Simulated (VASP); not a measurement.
# TaN (P-6m2) in VASP: notebook

Runs on TaN. Level: HSE06. Tasks: single point.

Program: VASP 6.6.1. These are calculated values, not measurements. Logs are shortened: lines on timing, memory, paths and dates and some standing lists are left out, and cuts for length are marked.

## 1. The structure

Symmetry: P-6m2, No. 187, hexagonal system. Conventional cell: a = 2.938 Å, b = 2.938 Å, c = 2.883 Å, α = 90.00°, β = 90.00°, γ = 120.00°. Around Ta (site symmetry -6m2) lie 6 N at 2.23 Å. N (site symmetry -6m2) has 6 Ta at 2.23 Å as nearest neighbours.

## 2. Single point, HSE06, collinear spin, ferromagnetic start

File POSCAR:

```
TaN
1.0
    2.9380011100      0.0000000000      0.0000000000
   -2.9380011000      5.0887672000      0.0000000000
    0.0000000000      0.0000000000      2.8830022100
Ta N
2 2
Direct
    0.3333333333      0.3333333334      0.5000000000
    0.3333333333      0.8333333333      0.5000000000
    0.0000000000      0.0000000000      0.0000000000
    0.0000000000      0.5000000000      0.0000000000
```

File INCAR.step1:

```
SYSTEM = TaN
PREC = Accurate
ENCUT = 450
EDIFF = 1E-5
ISMEAR = 0
SIGMA = 0.05
LREAL = .False.
LASPH = .True.
NELM = 80
ALGO = Normal
ISIF = 2
LWAVE = .True.
LCHARG = .False.
ISPIN = 2
MAGMOM = 0.5 0.5 0 0
LORBIT = 11
LMAXMIX = 4
GGA = PE
```

File INCAR.step2:

```
SYSTEM = TaN
PREC = Accurate
ENCUT = 450
EDIFF = 1E-7
ISMEAR = 0
SIGMA = 0.05
LREAL = .False.
LASPH = .True.
NELM = 80
ALGO = Normal
ISIF = 2
LWAVE = .False.
LCHARG = .False.
ISPIN = 2
MAGMOM = 0.5 0.5 0 0
LORBIT = 11
LMAXMIX = 4
GGA = PE
LHFCALC = .True.
HFSCREEN = 0.2
PRECFOCK = Fast
ISTART = 1
```

File KPOINTS:

```
regular mesh
0
Gamma
  5 3 5
  0 0 0
```

Potentials or basis: VASP PAW PBE potentials, release 64 (Ta_pv, N).

Launch:

```bash
$ cat potpaw_PBE.64/Ta_pv/POTCAR potpaw_PBE.64/N/POTCAR > POTCAR
$ cp INCAR.step1 INCAR
$ mpirun -np 1 vasp_std > vasp.out
$ cp INCAR.step2 INCAR
$ mpirun -np 1 vasp_std > vasp.out
```

OUTCAR:

```text
SYSTEM = TaN
   PREC = Accurate
   ENCUT = 450
   EDIFF = 1E-7
   ISMEAR = 0
   LREAL = .False.
   LASPH = .True.
   NELM = 80
   ISIF = 2
   ISPIN = 2
   LORBIT = 11
   GGA = PE
   LHFCALC = .True.
   HFSCREEN = 0.2
   PRECFOCK = Fast
   ISTART = 1

 ion  position               nearest neighbor table
   1  0.333  0.333  0.500-   4 2.23   4 2.23   4 2.23   4 2.23   3 2.23   3 2.23   2 2.94   2 2.94
                             2 2.94   2 2.94
   2  0.333  0.833  0.500-   3 2.23   3 2.23   4 2.23   4 2.23   3 2.23   3 2.23   1 2.94   1 2.94
                             1 2.94   1 2.94
   3  0.000  0.000  0.000-   2 2.23   2 2.23   2 2.23   2 2.23   1 2.23   1 2.23
   4  0.000  0.500  0.000-   1 2.23   1 2.23   2 2.23   2 2.23   1 2.23   1 2.23

  LATTYP: Found a simple orthorhombic cell.
 ALAT       =     2.8830022100
 B/A-ratio  =     1.0190769538
 C/A-ratio  =     1.7650930625

  Lattice vectors:

 A1 = (   0.0000000000,   0.0000000000,   2.8830022100)
 A2 = (   2.9380011100,   0.0000000000,   0.0000000000)
 A3 = (   0.0000000100,   5.0887672000,   0.0000000000)

Analysis of symmetry for initial positions (statically):
=====================================================================
 Subroutine PRICEL returns following result:

  LATTYP: Found a hexagonal cell.
 ALAT       =     2.9380011100
 C/A-ratio  =     0.9812801636
[... 12 lines left out ...]
 Subroutine GETGRP returns: Found  4 space group operations
 (whereof  4 operations were pure point group operations)
 out of a pool of  8 trial point group operations.

The static configuration has the point symmetry C_2v.

Analysis of symmetry for dynamics (positions and initial velocities):
=====================================================================
 Subroutine PRICEL returns following result:

  LATTYP: Found a hexagonal cell.
 ALAT       =     2.9380011100
 C/A-ratio  =     0.9812801636
[... 12 lines left out ...]
 Subroutine GETGRP returns: Found  4 space group operations
 (whereof  4 operations were pure point group operations)
 out of a pool of  8 trial point group operations.

The dynamic configuration has the point symmetry C_2v.

Analysis of structural, dynamic, and magnetic symmetry:
=====================================================================
 Subroutine PRICEL returns following result:

  LATTYP: Found a hexagonal cell.
 ALAT       =     2.9380011100
 C/A-ratio  =     0.9812801636
[... 12 lines left out ...]
 Subroutine GETGRP returns: Found  4 space group operations
 (whereof  4 operations were pure point group operations)
 out of a pool of  8 trial point group operations.

The overall configuration has the point symmetry C_2v.

 Subroutine INISYM returns: Found  4 space group operations
[... 157 lines left out ...]
 spin polarized calculation
 Gauss-broadening in eV      SIGMA  =   0.05
  energy-cutoff  :      450.00
  volume of cell :       43.10
 maximum number of plane-waves:       946
  NGX = 12; NGY = 24; NGZ = 12

 number of electron      32.0000005 magnetization      -0.0000001

 number of electron      32.0000005 magnetization       0.0000000

 Free energy of the ion-electron system (eV)
  ---------------------------------------------------
  ext. energy  EPLUGINS =         0.00000000
  ---------------------------------------------------
  free energy    TOTEN  =       -52.87613109 eV

  energy without entropy =      -52.87584895  energy(sigma->0) =      -52.87599002

 E-fermi :   8.3495     XC(G=0): -10.8776

 val. band max:        8.2848328412   @ k =   0.0000   0.0000   0.4000
 cond. band min:       8.4142090511   @ k =   0.0000   0.0000   0.4000
 fundamental gap:      0.1293762099
 Fermi energy:         8.3495209392

 spin component 1

 k-point     1 :       0.0000    0.0000    0.0000
  band No.  band energies     occupation
      1     -30.1550      1.00000
      2     -29.2537      1.00000
      3     -29.2408      1.00000
      4     -29.0846      1.00000
      5     -28.9833      1.00000
      6     -28.9781      1.00000
[... 565 lines left out ...]
     20      13.0582      0.00000
     21      13.6349      0.00000
 Fermi energy:         8.3495209392

 spin component 2

 k-point     1 :       0.0000    0.0000    0.0000
  band No.  band energies     occupation
      1     -30.1550      1.00000
      2     -29.2537      1.00000
      3     -29.2408      1.00000
      4     -29.0846      1.00000
      5     -28.9833      1.00000
      6     -28.9781      1.00000
[... 565 lines left out ...]
     20      13.0582      0.00000
     21      13.6140      0.00000

------------------------ aborting loop because EDIFF is reached ----------------------------------------

  FORCE on cell =-STRESS in cart. coord.  units (eV):
  Direction    XX          YY          ZZ          XY          YZ          ZX
  --------------------------------------------------------------------------------------
  -------------------------------------------------------------------------------------
  Total       -1.9748993     -0.6932604     -1.5376712     -0.0000000      0.0000000      0.0000000
  in kB      -73.4084466    -25.7689924    -57.1563595     -0.0000001      0.0000000      0.0000000
  external PRESSURE =     -52.1112661 kB  Pullay stress =       0.0000000 kB

 VOLUME and BASIS-vectors are now :
 -----------------------------------------------------------------------------
  energy-cutoff  :      450.00
  volume of cell :       43.10
      direct lattice vectors                 reciprocal lattice vectors
     2.938001110  0.000000000  0.000000000     0.340367468  0.196511249  0.000000000
    -2.938001100  5.088767200  0.000000000     0.000000000  0.196511249  0.000000000
     0.000000000  0.000000000  2.883002210     0.000000000  0.000000000  0.346860643

 POSITION                                       TOTAL-FORCE (eV/Angst)
 -----------------------------------------------------------------------------------
      0.00000      1.69626      1.44150        -0.000000     -0.020701      0.000000
     -1.46900      4.24064      1.44150        -0.000000     -0.020701      0.000000
      0.00000      0.00000      0.00000         0.000000      0.020701     -0.000000
     -1.46900      2.54438      0.00000         0.000000      0.020701     -0.000000
 -----------------------------------------------------------------------------------
    total drift:                               -0.032944     -0.000020      0.000009

  FREE ENERGIE OF THE ION-ELECTRON SYSTEM (eV)
  ---------------------------------------------------
  free  energy   TOTEN  =       -52.8761310900 eV

  energy  without entropy=      -52.8758489522  energy(sigma->0) =      -52.87599002

 total charge

# of ion       s       p       d       tot
------------------------------------------
    1        0.303   6.280   2.372   8.956
    2        0.303   6.280   2.372   8.956
    3        1.234   2.498   0.000   3.732
    4        1.234   2.498   0.000   3.732
--------------------------------------------------
tot          3.074  17.556   4.745  25.375

 magnetization (x)

# of ion       s       p       d       tot
------------------------------------------
    1        0.000  -0.000  -0.000  -0.000
    2        0.000  -0.000  -0.000  -0.000
    3        0.000   0.000   0.000   0.000
    4        0.000   0.000   0.000   0.000
--------------------------------------------------
tot          0.000   0.000  -0.000  -0.000
```

OUTCAR.step1:

```text
SYSTEM = TaN
   PREC = Accurate
   ENCUT = 450
   EDIFF = 1E-5
   ISMEAR = 0
   LREAL = .False.
   LASPH = .True.
   NELM = 80
   ISIF = 2
   ISPIN = 2
   LORBIT = 11
   GGA = PE

[... 1466 lines left out ...]
    1        0.305   6.265   2.430   9.000
    2        0.305   6.265   2.430   9.000
    3        1.235   2.492   0.000   3.727
    4        1.235   2.492   0.000   3.727
--------------------------------------------------
tot          3.080  17.514   4.860  25.455

 magnetization (x)

# of ion       s       p       d       tot
------------------------------------------
    1        0.000  -0.000   0.000  -0.000
    2        0.000  -0.000   0.000  -0.000
    3       -0.000  -0.000   0.000  -0.000
    4       -0.000  -0.000   0.000  -0.000
--------------------------------------------------
tot         -0.000  -0.000   0.000  -0.000
```

OSZICAR.step1:

```text
N       E                     dE             d eps       ncg     rms          rms(c)
DAV:   1     0.249592323150E+03    0.24959E+03   -0.16261E+04  2016   0.143E+03
DAV:   2    -0.372074870882E+02   -0.28680E+03   -0.27534E+03  2405   0.421E+02
DAV:   3    -0.496329632360E+02   -0.12425E+02   -0.12230E+02  2467   0.811E+01
DAV:   4    -0.498886172183E+02   -0.25565E+00   -0.25407E+00  2483   0.111E+01
DAV:   5    -0.498951793482E+02   -0.65621E-02   -0.65550E-02  2556   0.133E+00    0.336E+01
DAV:   6    -0.451100390881E+02    0.47851E+01   -0.27803E+01  2476   0.331E+01    0.153E+01
DAV:   7    -0.449346013701E+02    0.17544E+00   -0.13853E+00  2362   0.792E+00    0.866E+00
DAV:   8    -0.449023671945E+02    0.32234E-01   -0.16701E-01  2381   0.337E+00    0.137E+00
DAV:   9    -0.448953529380E+02    0.70143E-02   -0.12072E-02  2501   0.710E-01    0.324E-01
DAV:  10    -0.448945361348E+02    0.81680E-03   -0.55145E-03  2542   0.423E-01    0.157E-01
DAV:  11    -0.448944962060E+02    0.39929E-04   -0.82807E-04  2668   0.255E-01    0.360E-02
DAV:  12    -0.448945080300E+02   -0.11824E-04   -0.37549E-05  2168   0.621E-02    0.136E-02
DAV:  13    -0.448945061605E+02    0.18695E-05   -0.96716E-06  1537   0.257E-02
   1 F= -.44894506E+02 E0= -.44893754E+02  d E =-.150446E-02  mag=    -0.0003
```

It took 28 min on 1 thread of Intel Xeon 6975P-C (Granite Rapids), shared host; peak memory 0.28 GiB.

Results:

```yaml
Free_energy: -52.8761 eV
Largest_force: 0.021 eV/Å
Band_gap_on_the_k_mesh: 0.13 eV
Net_moment: 0.00 μB per cell
Valence_electrons_inside_the_program's_atomic_spheres: Ta 8.96; N 3.73
```

Forces in eV/Å, atoms in the order of the input:
```
Ta   0.000 -0.021  0.000
Ta   0.000 -0.021  0.000
N    0.000  0.021  0.000
N    0.000  0.021  0.000
```

Levels at points of the mesh, in eV from the valence-band top:
Spin up:
| k point | band 12 | band 13 | band 14 | band 15 | band 16 | band 17 | band 18 | band 19 | band 20 | band 21 |
| --- | --- | --- | --- | --- | --- | --- | --- | --- | --- | --- |
| (0.00, 0.00, 0.00) | -5.51 | -5.04 | -4.20 | -4.04 | -3.74 | 2.66 | 3.59 | 4.12 | 4.15 | 4.58 |
Spin down:
| k point | band 12 | band 13 | band 14 | band 15 | band 16 | band 17 | band 18 | band 19 | band 20 | band 21 |
| --- | --- | --- | --- | --- | --- | --- | --- | --- | --- | --- |
| (0.00, 0.00, 0.00) | -5.51 | -5.04 | -4.20 | -4.04 | -3.74 | 2.66 | 3.59 | 4.12 | 4.15 | 4.58 |

Caveat: the k mesh is coarse (spacing up to 0.49 Å⁻¹), so the values aren't converged, least of all with exact exchange; the cutoff is under 1.25 times the usual one of these potentials, so pressure, stress and relaxed cells hold a basis-set (Pulay) error; the PAW data sets were made with another functional, which shifts forces and pressure a little; spin-orbit coupling is left out, which moves the levels of the heavy elements; an odd mesh through Γ misses points on the zone boundary, where band edges often lie.

## 3. Single point, HSE06, collinear spin, antiferromagnetic start

POSCAR is that of step 2.

File INCAR.step1:

```
SYSTEM = TaN
ALGO     = Normal         ! electronic algorithm
EDIFF    = 1E-5           ! SCF threshold, eV
ENCUT    = 450            ! plane-wave cutoff, eV
GGA      = PE             ! functional
ISIF     = 2              ! what is computed and relaxed
ISMEAR   = 0              ! smearing method
ISPIN    = 2              ! spin polarisation
LASPH    = .TRUE.         ! aspherical terms in the spheres
LMAXMIX  = 4              ! l up to which the mixer works
LORBIT   = 11             ! projections on sites
LREAL    = .FALSE.        ! projectors in reciprocal space
LWAVE    = .TRUE.         ! write WAVECAR
MAGMOM   = 0.5 -0.5 0 0   ! initial moments
NELM     = 80             ! most SCF steps
PREC     = Accurate       ! precision mode
SIGMA    = 0.05           ! smearing width, eV
```

File INCAR.step2:

```
SYSTEM = TaN
ALGO     = Normal         ! electronic algorithm
EDIFF    = 1E-6           ! SCF threshold, eV
ENCUT    = 450            ! plane-wave cutoff, eV
GGA      = PE             ! functional
HFSCREEN = 0.2            ! screening, 1/A
ISIF     = 2              ! what is computed and relaxed
ISMEAR   = 0              ! smearing method
ISPIN    = 2              ! spin polarisation
ISTART   = 1            
LASPH    = .TRUE.         ! aspherical terms in the spheres
LCHARG   = .TRUE.         ! write CHGCAR
LELF     = .TRUE.         ! ELF
LHFCALC  = .TRUE.         ! exact exchange
LMAXMIX  = 4              ! l up to which the mixer works
LORBIT   = 11             ! projections on sites
LREAL    = .FALSE.        ! projectors in reciprocal space
LVHAR    = .TRUE.       
LWAVE    = .FALSE.        ! write WAVECAR
MAGMOM   = 0.5 -0.5 0 0   ! initial moments
NELM     = 80             ! most SCF steps
PREC     = Accurate       ! precision mode
PRECFOCK = Fast         
SIGMA    = 0.05           ! smearing width, eV
```

File KPOINTS:

```
k-points
0
G
  5 3 5
  0 0 0
```

Potentials or basis: VASP PAW PBE potentials, release 64 (Ta_pv, N).

Launch:

```bash
$ cat potpaw_PBE.64/Ta_pv/POTCAR potpaw_PBE.64/N/POTCAR > POTCAR
$ cp INCAR.step1 INCAR
$ mpirun -np 1 vasp_std > vasp.out
$ cp INCAR.step2 INCAR
$ mpirun -np 1 vasp_std > vasp.out
```

Run time: 20 min. Hardware: 1 thread of Intel Xeon 6975P-C (Granite Rapids), shared host; peak memory 0.29 GiB.

Results (log left out):

| Item | Value |
| --- | --- |
| Free energy | -52.8761 eV |
| Largest force | 0.021 eV/Å |
| Band gap on the k mesh | 0.13 eV |
| Net moment | 0.00 μB per cell |
| Valence electrons inside the program's atomic spheres | Ta 8.96; N 3.73 |

Forces on the atoms (eV/Å):
```
Ta   0.000 -0.021  0.000
Ta   0.000 -0.021  0.000
N    0.000  0.021  0.000
N    0.000  0.021  0.000
```

Levels at points of the mesh, in eV from the valence-band top:
Spin up:
| k point | band 13 | band 14 | band 15 | band 16 | band 17 | band 18 | band 19 | band 20 |
| --- | --- | --- | --- | --- | --- | --- | --- | --- |
| (0.00, 0.00, 0.00) | -5.04 | -4.20 | -4.04 | -3.74 | 2.66 | 3.59 | 4.12 | 4.15 |
Spin down:
| k point | band 12 | band 13 | band 14 | band 15 | band 16 | band 17 | band 18 | band 19 | band 20 |
| --- | --- | --- | --- | --- | --- | --- | --- | --- | --- |
| (0.00, 0.00, 0.00) | -5.51 | -5.04 | -4.20 | -4.04 | -3.74 | 2.66 | 3.59 | 4.12 | 4.15 |

Caveat: the k mesh is coarse (spacing up to 0.49 Å⁻¹), so the values aren't converged, least of all with exact exchange; the cutoff is under 1.25 times the usual one of these potentials, so pressure, stress and relaxed cells hold a basis-set (Pulay) error; the PAW data sets were made with another functional, which shifts forces and pressure a little; spin-orbit coupling is left out, which moves the levels of the heavy elements; an odd mesh through Γ misses points on the zone boundary, where band edges often lie.
